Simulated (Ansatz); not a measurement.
Molecular dynamics of TiO2

Input file:

```yaml
crystal:
  lattice:
    - [3.84706, 0.0, 0.0]
    - [0.0, 3.84706, 0.0]
    - [0.0, 0.0, 9.669995]
  atoms:
    - { symbol: Ti, position: [0.0, 0.0, 0.0] }
    - { symbol: Ti, position: [0.0, 0.5, 0.25] }
    - { symbol: O, position: [0.0, 0.0, 0.2066] }
    - { symbol: O, position: [0.0, 0.5, 0.4566] }
    - { symbol: O, position: [0.0, 0.5, 0.0434] }
    - { symbol: O, position: [0.0, 0.0, 0.7934] }
    - { symbol: Ti, position: [0.5, 0.5, 0.5] }
    - { symbol: Ti, position: [0.5, 0.0, 0.75] }
    - { symbol: O, position: [0.5, 0.5, 0.7066] }
    - { symbol: O, position: [0.5, 0.0, 0.9566] }
    - { symbol: O, position: [0.5, 0.0, 0.5434] }
    - { symbol: O, position: [0.5, 0.5, 0.2934] }
basis:
  ecutwfc: 420.0
kpoints:
  mp_grid: { grid: [3, 3, 1] }
hamiltonian:
  xc: pbesol
  pseudopotentials: { kind: paw, azcp: { folder: soft_1 } }
scf:
  occupations: { method: fermi_dirac, width: 0.24 }
  lower_state_search: "off"
md:
  timestep: 1.12
  n_steps: 220
  ensemble: nvt_langevin
  temperature: 2800.0
  initial_velocities: maxwell_boltzmann
  seed: 993296
  friction: 0.02
```

Command:

```bash
$ ansatz run input.yaml --threads 1 --pin off --max-ram 3072MiB --backend cpu --events-out ev --progress --plain --runs-dir out
```

It starts from a structure without forces on its atoms.

Output, in part (step lines):

```
md step     0: t =     0.00 fs  T =  2566.7 K  F+E_penalty+E_count = -14399.28389732 eV  E_kin = 3.981208 eV  (9 SCF iters)
md step     1: t =     1.12 fs  T =  2820.8 K  F+E_penalty+E_count = -14399.25011158 eV  E_kin = 4.375358 eV  (10 SCF iters)
md step     2: t =     2.24 fs  T =  2716.0 K  F+E_penalty+E_count = -14399.15461791 eV  E_kin = 4.212913 eV  (10 SCF iters)
md step     3: t =     3.36 fs  T =  2321.9 K  F+E_penalty+E_count = -14399.01486008 eV  E_kin = 3.601584 eV  (10 SCF iters)
md step     4: t =     4.48 fs  T =  2430.3 K  F+E_penalty+E_count = -14398.84183491 eV  E_kin = 3.769703 eV  (10 SCF iters)
md step     5: t =     5.60 fs  T =  2583.8 K  F+E_penalty+E_count = -14398.63840367 eV  E_kin = 4.007744 eV  (8 SCF iters)
md step     6: t =     6.72 fs  T =  2240.7 K  F+E_penalty+E_count = -14398.41273033 eV  E_kin = 3.475630 eV  (8 SCF iters)
md step     7: t =     7.84 fs  T =  2262.3 K  F+E_penalty+E_count = -14398.17515064 eV  E_kin = 3.509028 eV  (8 SCF iters)
[... lines left out ...]
md step   219: t =   245.28 fs  T =  2892.9 K  F+E_penalty+E_count = -14396.33417807 eV  E_kin = 4.487273 eV  (8 SCF iters)
md step   220: t =   246.40 fs  T =  2949.6 K  F+E_penalty+E_count = -14396.22720337 eV  E_kin = 4.575182 eV  (11 SCF iters)
```

The steps, from the saved trajectory:

```csv
time (fs),T (K),potential energy less start (eV)
0,2567,0.000
7.84,2262,1.109
15.68,1828,2.461
23.52,1699,3.381
31.36,2363,3.625
39.2,2479,3.824
47.04,2499,3.844
54.88,2561,4.585
62.72,3902,2.563
70.56,3781,3.102
78.4,3454,4.234
86.24,3045,4.882
94.08,2590,5.119
101.92,2956,4.951
109.76,3342,4.646
117.6,2278,4.166
125.44,2570,3.322
133.28,2268,3.318
141.12,2135,3.332
148.96,2983,2.980
156.8,2536,3.966
164.64,2504,4.221
172.48,2914,4.337
180.32,2227,5.408
188.16,2541,5.125
196,2688,5.722
203.84,2320,5.094
211.68,3587,4.013
219.52,3629,3.876
227.36,2717,5.044
235.2,3817,3.915
243.04,3154,2.765
```

All steps were run. A run of 0.25 ps of so small a system gives no equilibrium averages. Limits of this set-up: coarse k mesh, PAW files made for another functional.

Mean squared displacements from the first frame to the last, about the centre of mass: Ti 0.21 Å², O 0.09 Å².

Last frame:

```xyz
12
Lattice="3.8471 0.0000 0.0000 0.0000 3.8471 0.0000 0.0000 0.0000 9.6700" Properties=species:S:1:pos:R:3
Ti 0.007 0.537 0.288
Ti 0.041 2.506 2.620
O -0.077 0.553 2.440
O -0.376 1.986 4.946
O -0.242 2.278 0.708
O -0.273 0.020 7.931
Ti 1.577 1.680 4.955
Ti 1.468 -0.145 7.234
O 1.935 1.913 7.024
O 1.823 0.363 9.682
O 1.557 -0.098 5.530
O 1.877 2.168 2.901
```

The run took 15 min on 1 thread of Arm Neoverse V2, on a shared host, peak memory 0.48 GiB.
